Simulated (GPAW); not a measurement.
# Al (P6_3/mmc) in GPAW: optical spectrum with PBE

Aim: the optical spectrum of Al with PBE.

Program: GPAW 26.7.0. These are calculated values, not measurements. Logs are shortened: lines on timing, memory, paths and dates and some standing lists are left out, and cuts for length are marked. The log counts tension as positive stress, the text compression.

## Step 1: Starting point

It takes space group P6_3/mmc (No. 194, hexagonal). Conventional cell: a = 2.868 Å, b = 2.868 Å, c = 4.962 Å, α = 90.00°, β = 90.00°, γ = 120.00°. Al (site symmetry -6m2) has 12 Al at 2.87 to 2.98 Å as nearest neighbours.

This isn't the form of Al at room conditions, which is fcc.

## Step 2: Optical spectrum, PBE

run.py reads:

```python
from ase.dft.bandgap import bandgap
from ase.io import read, write
from gpaw import GPAW, PW
from gpaw.response.df import DielectricFunction

atoms = read('Al.xyz')

calc = GPAW(mode=PW(500),
            xc='PBE',
            kpts={'size': (9, 9, 5), 'gamma': True},
            occupations={'name': 'fermi-dirac', 'width': 0.05},
            nbands=10,
            convergence={'density': 1e-06},
            maxiter=150,
            txt='gpaw.txt')
atoms.calc = calc
energy = atoms.get_potential_energy()
calc.write('gs.gpw')
write('result.traj', atoms)
print(f'Energy: {energy:.6f} eV')
print('Fermi level:', round(calc.get_fermi_level(), 4), 'eV')
print(f'Gap: {bandgap(calc)[0]:.4f} eV, direct: {bandgap(calc, direct=True)[0]:.4f} eV')

dense = calc.fixed_density(kpts={'size': (21, 21, 11), 'gamma': True},
                           nbands=29, convergence={'bands': 23, 'eigenstates': 1e-7},
                           update_fermi_level=True, txt='dense.txt')
dense.write('dense.gpw', mode='all')

df = DielectricFunction('dense.gpw', frequencies={'type': 'nonlinear', 'domega0': 0.05, 'omega2': 10},
                        eta=0.1, ecut=50, nbands=23, rate='eta', txt='df.txt')
for direction in ['x', 'z']:
    df.get_dielectric_function(xc='RPA', direction=direction, filename=f'df_{direction}.csv')
```

Al.xyz reads:

```xyz
2
Lattice="2.8676155389 0.0000000000 0.0000000000 -1.4338077694 2.4834279049 0.0000000000 0.0000000000 0.0000000000 4.9623026648" Properties=species:S:1:pos:R:3 pbc="T T T"
Al    -0.0000000001      1.6556186033      1.2405756662
Al     1.4338077696      0.8278093016      3.7217269986
```

Potentials or basis: GPAW PAW data sets (gpaw-data 1.2.1), pw.

Started as:

```console
> OMP_NUM_THREADS=1 python run.py
```

gpaw.txt:

```text
__  _  _
 | _ |_)|_||  |
 |__||  | ||/\| - 26.7.0

Input parameters:
  mode=PW(ecut=500.0),
  convergence={'density': 1e-06},
  kpts=MonkhorstPack(size=(9, 9, 5), gamma=True),
  maxiter=150,
  nbands=10,
  occupations=Occupations(name='fermi-dirac', width=0.05),
  xc=XC(name='PBE')

Diagonalizing LCAO Hamiltonian
Converting LCAO to pw mode

          Al

        Al

Atoms  # Å, Bohr magnetons
|   | symbol |         x |        y |        z |    initial magnetic moments |
|---|--------|-----------|----------|----------|-----------------------------|
| 0 |     Al | -0.000000 | 1.655619 | 1.240576 | ( 0.0000,  0.0000,  0.0000) |
| 1 |     Al |  1.433808 | 0.827809 | 3.721727 | ( 0.0000,  0.0000,  0.0000) |

Unit cell  # Å
| periodic |         x |        y |        z |  lengths |     angles |
|----------|-----------|----------|----------|----------|------------|
|      yes |  2.867616 | 0.000000 | 0.000000 | 2.867616 |  90.000000 |
|      yes | -1.433808 | 2.483428 | 0.000000 | 2.867616 |  90.000000 |
|      yes |  0.000000 | 0.000000 | 4.962303 | 4.962303 | 120.000000 |

Number of symmetries: 12
Symmetry operations  # r_c * U_cc + t_c -> r_c
|    | kind |            matrix            |
|----|------|------------------------------|
|  0 |  σ   |  1, 1, 0,  0,-1, 0,  0, 0, 1 |
|  1 |  S6  |  1, 1, 0, -1, 0, 0,  0, 0,-1 |
|  2 |  E   |  1, 0, 0,  0, 1, 0,  0, 0, 1 |
|  3 |  C2  |  1, 0, 0, -1,-1, 0,  0, 0,-1 |
|  4 |  C2  |  0, 1, 0,  1, 0, 0,  0, 0,-1 |
|  5 |  C3  |  0, 1, 0, -1,-1, 0,  0, 0, 1 |
|  6 |  S6  |  0,-1, 0,  1, 1, 0,  0, 0,-1 |
|  7 |  σ   |  0,-1, 0, -1, 0, 0,  0, 0, 1 |
|  8 |  σ   | -1, 0, 0,  1, 1, 0,  0, 0, 1 |
|  9 |  i   | -1, 0, 0,  0,-1, 0,  0, 0,-1 |
| 10 |  C3  | -1,-1, 0,  1, 0, 0,  0, 0, 1 |
| 11 |  C2  | -1,-1, 0,  0, 1, 0,  0, 0,-1 |

BZ-sampling:
  Number of BZ points: 405
  Number of IBZ points: 50

  Monkhorst-Pack size: [9, 9, 5]
  Monkhorst-Pack shift: [0, 0, 0]

K-points  # in reciprocal-cell coordinates
|     |                                coordinates |     weight |
|-----|--------------------------------------------|------------|
|   0 | (  0.00000000,   0.00000000,   0.00000000) | 0.00246914 |
|   1 | (  0.00000000,   0.00000000,   0.20000000) | 0.00493827 |
|   2 | (  0.00000000,   0.00000000,   0.40000000) | 0.00493827 |
|   3 | (  0.11111111,   0.00000000,  -0.40000000) | 0.01481481 |
|   4 | (  0.11111111,   0.00000000,  -0.20000000) | 0.01481481 |
|   5 | (  0.11111111,   0.00000000,   0.00000000) | 0.01481481 |
|   6 | (  0.11111111,   0.00000000,   0.20000000) | 0.01481481 |
|   7 | (  0.11111111,   0.00000000,   0.40000000) | 0.01481481 |
|   8 | (  0.22222222,  -0.11111111,   0.00000000) | 0.01481481 |
|   9 | (  0.22222222,  -0.11111111,   0.20000000) | 0.02962963 |
| ... |                                            |            |
|  49 | (  0.44444444,   0.44444444,   0.40000000) | 0.02962963 |

Plane wave coefficients: 915
Cutoff: 500.0 eV

Spin-components: 1 (collinear spins)
Bands:           10
Projectors:      10
Spin-degeneracy: 2
Datatype:        complex128

Parallelization:
  kpt:    1
  domain: 1
  band:   1

Density:
  Valence electrons: 6.0
  Components: 1
  Grid points: [15 15 27]
  Charge: 0.0  # |e|

Potential:
  Grid points: [15 15 27]

species:
  Al:
    name:    Aluminium
    Z:       13.0
    valence: 3
    core:    10
    charge:  0.0  # [|e|]
    compensation charges:
      type: gauss
      rc: 0.34  # [Å]
      lmax: 2
    cutoffs:
      filter: 1.91  # [Å]
      core: 2.36  # [Å]
    projectors
    | kind |    occ | energy [eV] | rcut [Å] |
    |------|--------|-------------|----------|
    |   3s |  2.000 |      -7.753 |    1.085 |
    |   3p |  1.000 |      -2.712 |    1.085 |
    |    s |        |      19.459 |    1.085 |
    |    p |        |      24.499 |    1.085 |
    |    d |        |       0.000 |    1.085 |

    Using partial waves for Al as LCAO basis

Reference energy: -13206.846530  # eV

eigensolver:
  PPCG
  Converge bands: occupied
  niter=2

density mixing:
  MSR1-Mixer
  Pratt-step length: 0.05
  Maximum mixing coefficient: 0.75
  Old densities: 10
  SVD Regularization: 0.005
  Good broyden scale: 1.0
  Trust region scale: 1.0
  Backstep threshold: 4.0
  History deletion threshold: 6.0
  Fourier metric: weight=20.0, sigma=0.015

occupation numbers:
  Fermi-Dirac:
    width: 0.0500  # eV

poisson solver:
  ecut: 4000.0  # eV

xc functional:
  name: PBE with 2 nearest neighbor stencil

convergence criteria:
- Maximum integral of absolute [dens]ity change: 1e-06 electrons / valence electron
- Maximum [total energy] change in last 3 cyles: 0.0005 eV / valence electron
- Maximum integral of absolute [eigenst]ate change: 4e-08 eV^2 / valence electron
maximum number of iterations: 150

SCF iterations
|iter     | |      energy | eigst |  dens |
|---------|-|-------------|-------|-------|
|iter:   1| |   -7.419397 | -0.27 |       |
|iter:   2| |   -7.418909 | -3.33 | -0.97 |
|iter:   3| |   -7.408736 | -3.53 | -0.99 |
|iter:   4| |   -7.408292 | -4.12 | -1.56 |
|iter:   5| |   -7.408302c| -5.86 | -2.97 |
|iter:   6| |   -7.408305c| -6.45 | -3.37 |
|iter:   7| |   -7.408305c| -7.73c| -4.13 |
|iter:   8| |   -7.408305c| -8.30c| -4.65 |
|iter:   9| |   -7.408305c| -9.50c| -5.82 |
|iter:  10| |   -7.408305c|-10.31c| -6.22c|

Converged in 10 steps
Energy contributions relative to reference atoms: (reference = -13206.846530)

Energy contributions:
  Kinetic:           3.667265
  Coulomb:          -0.890997
  Zero:             -0.009731
  External:          0.000000
  Xc:              -10.172327
  Entropy:          -0.005030
  Spinorbit:         0.000000
  ----------------------------
  Free energy:      -7.410820
  Extrapolated:     -7.408305

dipole moment: (-0.000001, -0.000001, -0.000002)  # |e|*Ang

Fermi level: 6.591
Eigenvalues  # (at kpt = [0.000, 0.000, 0.000])
| band index |      eig [eV] | occ [0-2] |
|------------|---------------|-----------|
|          0 |        -4.159 |     2.000 |
|          1 |         1.547 |     2.000 |
|          2 |         1.934 |     2.000 |
|          3 |        17.417 |     0.000 |
|          4 |        17.447 |     0.000 |
|          5 |        17.447 |     0.000 |
|          6 |        17.830 |     0.000 |
|          7 |        17.830 |     0.000 |
|          8 |        18.287 |     0.000 |
|          9 |        20.676 |     0.000 |

No gap
No difference between direct/indirect transitions
# Writing to gs.gpw (mode='')
```

It took 3.2 min on 1 thread of Arm Neoverse V1, shared host; peak memory 0.52 GiB.

What came out:

```
Free energy            : -7.4108 eV
Band gap on the k mesh : none (metal or under the smearing width)
```

Dielectric function (mean over the directions given):
```csv
energy (eV),real part,imaginary part
1.26,-132.26,41.21
2.18,-44.63,7.92
3.04,-22.33,3.11
4.03,-12.46,1.48
4.94,-8.05,0.88
5.91,-5.35,0.52
6.79,-3.83,0.32
7.81,-2.67,0.22
8.71,-1.97,0.17
9.66,-1.41,0.12
10.57,-1.02,0.09
11.52,-0.70,0.08
12.42,-0.46,0.06
13.48,-0.24,0.05
14.35,-0.09,0.04
15.39,0.05,0.03
16.36,0.16,0.03
17.51,0.27,0.02
18.58,0.35,0.02
19.87,0.43,0.02
```

Caveat: the intraband term hangs on this k mesh; the long-wavelength limit can be off by a per cent or two; independent-particle spectra lack excitons.
